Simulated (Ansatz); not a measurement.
# CoSi2: stress in a strained cell

CoSi2 is deformed so: equal xx and yy strain of -1 %. What stress and forces result, by LAPW, PAW and all-electron datasets made for the crystal?

Program: Ansatz 0.2.0. Level of theory: DFT PBE, scalar-relativistic. These are calculated values, not measurements.

**1. The starting structure**

Symmetry: Fm-3m, No. 225, cubic system. The conventional cell has a = 5.365 Å, b = 5.365 Å, c = 5.365 Å, α = 90.00°, β = 90.00°, γ = 90.00°. Co (site symmetry m-3m) has 8 Si at 2.32 Å as nearest neighbours. Around Si (site symmetry -43m) lie 4 Co at 2.32 Å.

As a file:

```
Co Si
1.0
     0.00000    2.68250    2.68250
     2.68250    0.00000    2.68250
     2.68250    2.68250    0.00000
Co Si
1 2
Direct
  0.00000 0.00000 0.00000
  0.25000 0.25000 0.25000
  0.75000 0.75000 0.75000
```

Atoms are numbered in the order of the input: Co1, Si2, Si3.

**2. The deformed structure**

Space group Fm-3m before, I4/mmm after.

**3. All-electron LAPW**

Contents of input.yaml:

```yaml
crystal:
  lattice:
    - [0.0, 2.655675, 2.6825]
    - [2.655675, 0.0, 2.6825]
    - [2.655675, 2.655675, 0.0]
  atoms:
    - { symbol: Co, position: [0.0, 0.0, 0.0], spin: 2.0 }
    - { symbol: Si, position: [0.25, 0.25, 0.25] }
    - { symbol: Si, position: [0.75, 0.75, 0.75] }
magnetization:
  spin_polarized: true
kpoints:
  mp_grid: { grid: [11, 11, 11] }
  band_path:
    path:
      - [0.0, 0.0, 0.0]
      - [0.0, 0.5, 0.5]
      - [0.25, 0.75, 0.5]
      - [0.0, 0.5, 0.0]
      - [0.0, 0.0, 0.0]
      - [0.5, 0.5, 0.0]
      - [0.3725125, 0.6274875, 0.0]
      - [-0.3725125, 0.3725125, 0.0]
      - [0.0, 0.0, 0.0]
    npoints: 5
scf:
  occupations: { method: fermi_dirac, width: 0.05 }
hamiltonian:
  xc: pbe
  pseudopotentials: { kind: all_electron, lapw: { basis_error: 0.001 } }
output:
  forces: true
  stress: true
  eigenvalues: true
```

The run is started by

```sh
$ ansatz run input.yaml --threads 1 --pin off --max-ram 4096MiB --backend cpu --events-out ev --progress --plain --runs-dir out
```

**4. PAW with frozen cores**

Contents of input.yaml:

```yaml
crystal:
  lattice:
    - [0.0, 2.655675, 2.6825]
    - [2.655675, 0.0, 2.6825]
    - [2.655675, 2.655675, 0.0]
  atoms:
    - { symbol: Co, position: [0.0, 0.0, 0.0], spin: 2.0 }
    - { symbol: Si, position: [0.25, 0.25, 0.25] }
    - { symbol: Si, position: [0.75, 0.75, 0.75] }
magnetization:
  spin_polarized: true
kpoints:
  mp_grid: { grid: [11, 11, 11] }
scf:
  occupations: { method: fermi_dirac, width: 0.05 }
hamiltonian:
  xc: pbe
  pseudopotentials: { kind: paw }
output:
  forces: true
  stress: true
  eigenvalues: true
  efg: { contact_densities: true }
  write_density: true
  write_potential: true
  elf: true
  volumetric_format: npy
```

**5. Datasets made for this crystal**

input.yaml, as its differences from that of step 4:

```diff
@@ -17,3 +17,3 @@
   xc: pbe
-  pseudopotentials: { kind: paw }
+  pseudopotentials: { kind: all_electron, datasets: crystal }
 output:
@@ -23,5 +23 @@
   efg: { contact_densities: true }
-  write_density: true
-  write_potential: true
-  elf: true
-  volumetric_format: npy
```

(Steps that only read results are left out.)

**Question.** What will these runs give? Wanted: pressure; largest shear or deviatoric stress.

**Answer**, as computed:

| quantity | value |
| --- | --- |
| pressure | LAPW 3.23, PAW 3.18, crystal datasets 3.23 GPa |
| largest shear or deviatoric stress (LAPW) | 0.66 GPa |

**Reading.** The largest part of the stress beyond the pressure is 0.66 GPa in size, in the zz component; the atoms are carried along and not relaxed. No run of the undeformed cell stands beside it, so the pressure holds what the given cell had before the change. PAW: stress within 0.05 GPa of LAPW. Crystal datasets: stress within 0.01 GPa of LAPW.
